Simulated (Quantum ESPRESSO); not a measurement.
# LiCl (Fm-3m) in Quantum ESPRESSO: further runs, part 3 of 3

Quantum ESPRESSO 7.5. The steps go on from the part before.

## Step 4: Dielectric tensor, LDA

The input, pw.in:

```
&CONTROL
  calculation = 'scf'
  prefix = 'pwscf'
  outdir = './tmp'
  pseudo_dir = './pseudo'
  tprnfor = .true.
  tstress = .true.
  disk_io = 'low'
/
&SYSTEM
  ibrav = 0
  nat = 2
  ntyp = 2
  ecutwfc = 74
  nbnd = 10
  occupations = 'smearing'
  smearing = 'fd'
  degauss = 0.00367493
/
&ELECTRONS
  conv_thr = 4d-10
  electron_maxstep = 120
  mixing_beta = 0.5
/
ATOMIC_SPECIES
Cl    35.4500 Cl.upf
Li     6.9400 Li.upf
CELL_PARAMETERS bohr
   0.0000000000    4.8467128727    4.8467128727
   4.8467128727    0.0000000000    4.8467128727
   4.8467128727    4.8467128727    0.0000000000
ATOMIC_POSITIONS bohr
Cl     4.8467128727    4.8467128727    4.8467128727
Li     0.0000000000    0.0000000000    0.0000000000
K_POINTS automatic
6 6 6 1 1 1
```

The input, scf2.in:

```
&CONTROL
  calculation = 'scf'
  prefix = 'pwscf'
  outdir = './tmp'
  pseudo_dir = './pseudo'
  tprnfor = .true.
  tstress = .true.
  disk_io = 'low'
/
&SYSTEM
  ibrav = 0
  nat = 2
  ntyp = 2
  ecutwfc = 74
  nbnd = 10
  occupations = 'fixed'
/
&ELECTRONS
  conv_thr = 1d-13
  electron_maxstep = 120
  mixing_beta = 0.5
  startingpot = 'file'
  startingwfc = 'file'
/
ATOMIC_SPECIES
Cl    35.4500 Cl.upf
Li     6.9400 Li.upf
CELL_PARAMETERS bohr
   0.0000000000    4.8467128727    4.8467128727
   4.8467128727    0.0000000000    4.8467128727
   4.8467128727    4.8467128727    0.0000000000
ATOMIC_POSITIONS bohr
Cl     4.8467128727    4.8467128727    4.8467128727
Li     0.0000000000    0.0000000000    0.0000000000
K_POINTS automatic
6 6 6 1 1 1
```

The input, ph.in:

```
dielectric of LiCl
&INPUTPH
  prefix = 'pwscf'
  outdir = './tmp'
  tr2_ph = 1d-18
  fildyn = 'dyn'
  niter_ph = 90
  alpha_mix(1) = 0.7
  epsil = .true.
  trans = .false.
  zeu = .true.
/
0.0000000000 0.0000000000 0.0000000000
```

Potentials or basis: PseudoDojo 0.4.1 SR LDA standard.

Command:

```bash
OMP_NUM_THREADS=1 pw.x -in pw.in > pw.out
OMP_NUM_THREADS=1 pw.x -in scf2.in > scf2.out
OMP_NUM_THREADS=1 ph.x -in ph.in > ph.out
```

pw.out:

```text
This program is part of the open-source Quantum ESPRESSO suite
     for quantum simulation of materials; please cite
[... 9 lines left out ...]
     --------------------
     sticks:   dense  smooth     PW     G-vecs:    dense   smooth      PW
     Sum         955     955    295                19603    19603    3287

     Using Slab Decomposition

     bravais-lattice index     =            0
     lattice parameter (alat)  =       6.8543  a.u.
     unit-cell volume          =     227.7046 (a.u.)^3
     number of atoms/cell      =            2
     number of atomic types    =            2
     number of electrons       =        10.00
     number of Kohn-Sham states=           10
     kinetic-energy cutoff     =      74.0000  Ry
     charge density cutoff     =     296.0000  Ry
     scf convergence threshold =      4.0E-10
     mixing beta               =       0.5000
     number of iterations used =            8  plain     mixing
     Exchange-correlation= SLA  PW   NOGX NOGC
                           (   1   4   0   0   0   0   0)

     celldm(1)=   6.854287  celldm(2)=   0.000000  celldm(3)=   0.000000
     celldm(4)=   0.000000  celldm(5)=   0.000000  celldm(6)=   0.000000

     crystal axes: (cart. coord. in units of alat)
               a(1) = (   0.000000   0.707107   0.707107 )
               a(2) = (   0.707107   0.000000   0.707107 )
               a(3) = (   0.707107   0.707107   0.000000 )

     reciprocal axes: (cart. coord. in units 2 pi/alat)
               b(1) = ( -0.707107  0.707107  0.707107 )
               b(2) = (  0.707107 -0.707107  0.707107 )
               b(3) = (  0.707107  0.707107 -0.707107 )

     PseudoPot. # 1 for Cl read from file:
     Cl.upf
     Pseudo is Norm-conserving + core correction, Zval =  7.0
     Generated using ONCVPSP code by D. R. Hamann
     Using radial grid of 1016 points,  6 beta functions with:
                l(1) =   0
                l(2) =   0
                l(3) =   1
                l(4) =   1
                l(5) =   2
                l(6) =   2

     PseudoPot. # 2 for Li read from file:
     Li.upf
     Pseudo is Norm-conserving, Zval =  3.0
     Generated using ONCVPSP code by D. R. Hamann
     Using radial grid of 1944 points,  4 beta functions with:
                l(1) =   0
                l(2) =   0
                l(3) =   1
                l(4) =   1

     atomic species   valence    mass     pseudopotential
     Cl                7.00    35.45000     Cl( 1.00)
     Li                3.00     6.94000     Li( 1.00)

     48 Sym. Ops., with inversion, found

   Cartesian axes

     site n.     atom                  positions (alat units)
         1        Cl     tau(   1) = (   0.7071068   0.7071068   0.7071068  )
         2        Li     tau(   2) = (   0.0000000   0.0000000   0.0000000  )

     number of k points=    28  Fermi-Dirac smearing, width (Ry)=  0.0037
                       cart. coord. in units 2pi/alat
        k(    1) = (   0.0589256   0.0589256   0.0589256), wk =   0.0185185
        k(    2) = (   0.1767767   0.1767767  -0.0589256), wk =   0.0555556
        k(    3) = (   0.2946278   0.2946278  -0.1767767), wk =   0.0555556
        k(    4) = (  -0.2946278  -0.2946278   0.4124790), wk =   0.0555556
        k(    5) = (  -0.1767767  -0.1767767   0.2946278), wk =   0.0555556
        k(    6) = (  -0.0589256  -0.0589256   0.1767767), wk =   0.0555556
[... 20 lines left out ...]
        k(   27) = (   0.2946278   0.2946278   0.2946278), wk =   0.0185185
        k(   28) = (  -0.2946278  -0.2946278   0.8838835), wk =   0.0555556

     Dense  grid:    19603 G-vectors     FFT dimensions: (  40,  40,  40)

     Initial potential from superposition of free atoms

     starting charge       9.9953, renormalised to      10.0000
     Starting wfcs are    6 randomized atomic wfcs +    4 random wfcs

     Self-consistent Calculation

     iteration #  1     ecut=    74.00 Ry     beta= 0.50
     Davidson diagonalization with overlap
     ethr =  1.00E-02,  avg # of iterations =  6.5

     Threshold (ethr) on eigenvalues was too large:
     Diagonalizing with lowered threshold

     Davidson diagonalization with overlap
     ethr =  1.69E-04,  avg # of iterations =  3.1

     total energy              =     -47.30403467 Ry
     estimated scf accuracy    <       0.01641806 Ry

     iteration #  2     ecut=    74.00 Ry     beta= 0.50
     Davidson diagonalization with overlap
     ethr =  1.64E-04,  avg # of iterations =  1.9
[... 29 lines left out ...]
     total energy              =     -47.30669903 Ry
     estimated scf accuracy    <          6.1E-10 Ry

     iteration #  7     ecut=    74.00 Ry     beta= 0.50
     Davidson diagonalization with overlap
     ethr =  6.15E-12,  avg # of iterations =  3.4

     End of self-consistent calculation

          k = 0.0589 0.0589 0.0589 (  2442 PWs)   bands (ev):

   -40.9778 -11.8540   1.1948   1.4368   1.4368   7.6808  12.5917  13.0620
    13.0621  14.4239

          k = 0.1768 0.1768-0.0589 (  2464 PWs)   bands (ev):

   -40.9768 -11.6843   0.2787   1.1177   1.4337   8.4568  11.6877  12.1646
    12.3850  13.8645
[... 63 lines left out ...]
   -40.9747 -11.2876  -1.1706   0.6211   1.0783   8.7211  10.5479  11.2580
    13.0567  16.2512

          k =-0.6482 0.0589 0.0589 (  2450 PWs)   bands (ev):

   -40.9739 -11.0686  -1.4413   0.2295   0.3695   9.1394   9.6352  13.2319
    14.5962  15.1058

          k =-0.5303 0.1768-0.0589 (  2441 PWs)   bands (ev):

   -40.9743 -11.1801  -1.0516   0.1308   0.5909   9.6176  10.4746  11.4949
    13.3237  15.1441

          k =-0.4125 0.0589 0.0589 (  2452 PWs)   bands (ev):

   -40.9753 -11.3914  -0.5294   0.6765   0.7285   9.7732  10.4166  10.9387
    13.5132  14.1513

          k = 0.1768 0.1768 0.1768 (  2451 PWs)   bands (ev):
[... 41 lines left out ...]
   -40.9750 -11.3491  -1.2791   1.2128   1.2128   7.9404  10.7402  10.7402
    13.7222  17.3188

          k =-0.2946-0.2946 0.8839 (  2444 PWs)   bands (ev):

   -40.9745 -11.2347  -1.2479   0.4055   1.0455   8.7907  10.6489  11.1611
    13.2929  17.1415

     the Fermi energy is     2.9946 ev

!    total energy              =     -47.30669903 Ry
     estimated scf accuracy    <          2.0E-10 Ry
     smearing contrib. (-TS)   =      -0.00000000 Ry
     internal energy E=F+TS    =     -47.30669903 Ry

     The total energy is F=E-TS. E is the sum of the following terms:
     one-electron contribution =     -10.48825003 Ry
     hartree contribution      =       7.49972136 Ry
     xc contribution           =     -12.16330689 Ry
     ewald contribution        =     -32.15486348 Ry

     convergence has been achieved in   7 iterations

     Forces acting on atoms (cartesian axes, Ry/au):

     atom    1 type  1   force =     0.00000000   -0.00000000    0.00000000
     atom    2 type  2   force =    -0.00000000    0.00000000   -0.00000000

     Total force =     0.000000     Total SCF correction =     0.000000

     Computing stress (Cartesian axis) and pressure

          total   stress  (Ry/bohr**3)                   (kbar)     P=      -32.49
  -0.00022085   0.00000000   0.00000000          -32.49        0.00        0.00
   0.00000000  -0.00022085   0.00000000            0.00      -32.49        0.00
   0.00000000   0.00000000  -0.00022085            0.00        0.00      -32.49

=------------------------------------------------------------------------------=
   JOB DONE.
=------------------------------------------------------------------------------=
```

scf2.out:

```text
This program is part of the open-source Quantum ESPRESSO suite
     for quantum simulation of materials; please cite
[... 9 lines left out ...]
     --------------------
     sticks:   dense  smooth     PW     G-vecs:    dense   smooth      PW
     Sum         955     955    295                19603    19603    3287
[... 293 lines left out ...]
  -0.00022100  -0.00000000  -0.00000000          -32.51       -0.00       -0.00
  -0.00000000  -0.00022100  -0.00000000           -0.00      -32.51       -0.00
  -0.00000000  -0.00000000  -0.00022100           -0.00       -0.00      -32.51

=------------------------------------------------------------------------------=
   JOB DONE.
=------------------------------------------------------------------------------=
```

ph.out:

```text
This program is part of the open-source Quantum ESPRESSO suite
     for quantum simulation of materials; please cite
         "P. Giannozzi et al., J. Phys.:Condens. Matter 21 395502 (2009);
         "P. Giannozzi et al., J. Phys.:Condens. Matter 29 465901 (2017);
         "P. Giannozzi et al., J. Chem. Phys. 152 154105 (2020);
     in publications or presentations arising from this work. More details at

     IMPORTANT: XC functional enforced from input :
[... 182 lines left out ...]
      E*z (       -0.00000       -0.00000        1.18462 )

     INITIALIZATION:

     DIELECTRIC CONSTANT AND EFFECTIVE CHARGES:

      Additional routines

=------------------------------------------------------------------------------=
   JOB DONE.
=------------------------------------------------------------------------------=
```

It took 83 s on 1 thread of Intel Xeon Platinum 8375C at 2.90GHz (Ice Lake), shared host; peak memory 0.06 GiB.

What came out:

```yaml
Free_energy: -643.6404 eV
Pressure: -3.3 GPa
Electronic_dielectric_tensor_diagonal: 3.05
Born_charges_mean_of_the_diagonal: Cl -1.18; Li +1.18 e
```

Levels at points of the mesh, in eV from the valence-band top:
```
           k point  band 1  band 2  band 3  band 4  band 5  band 6  band 7  band 8  band 9  band 10
(0.08, 0.08, 0.08)  -42.41  -13.29   -0.24    0.00    0.00    6.24   11.15   11.63   11.63    12.99
```

Electronic dielectric tensor:
```
3.05 0.00 0.00
0.00 3.05 0.00
0.00 0.00 3.05
```

Born effective charge tensors (e):
atom 1, Cl
```
-1.18  0.00  0.00
 0.00 -1.18  0.00
 0.00  0.00 -1.18
```
atom 2, Li
```
1.18 0.00 0.00
0.00 1.18 0.00
0.00 0.00 1.18
```

Caveat: the cell is more than 3 GPa from zero pressure, which shifts response properties.

## Step 5: Overview

```csv
task,level,potentials or basis,cell,k mesh,form of the LDA correlation,pressure (GPa)
phonons,RPBE,PseudoDojo 0.4.1 SR PBE standard,relaxed,"4 × 4 × 4, shifted",-,0.0
phonons,vdW-DF-cx,PseudoDojo 0.4.1 SR PBE standard,relaxed,"4 × 4 × 4, shifted",-,0.0
dielectric tensor,LDA,PseudoDojo 0.4.1 SR LDA standard,as given,"6 × 6 × 6, shifted",PW92,-3.3
```

Alike in all rows: no spin polarisation; cutoff (eV) 1007; smearing fermi-dirac 0.05 eV.

Caveats: the potentials were made for another functional, which shifts forces and pressure (some runs); before the sum rule the acoustic modes lie tens of cm⁻¹ from zero, a sign that the density grid also shifts the optical modes (some runs); the cell is more than 3 GPa from zero pressure, which shifts response properties (some runs).

Absolute energies hang on the potentials; compare differences alone.

## Step 6: How close it comes

Step 2. A measured high-frequency dielectric constant of LiCl is 2.75 (a printed reference work, monograph); the calculated 2.82 misses it by +2.5 %.

Step 3. A measured high-frequency dielectric constant of LiCl is 2.75 (a printed reference work, monograph); the calculated 2.98 misses it by +8.3 %.

Step 4. Against the measured high-frequency dielectric constant of LiCl, 2.75 (a printed reference work, monograph), the calculated 3.05 is off by +10.9 %.
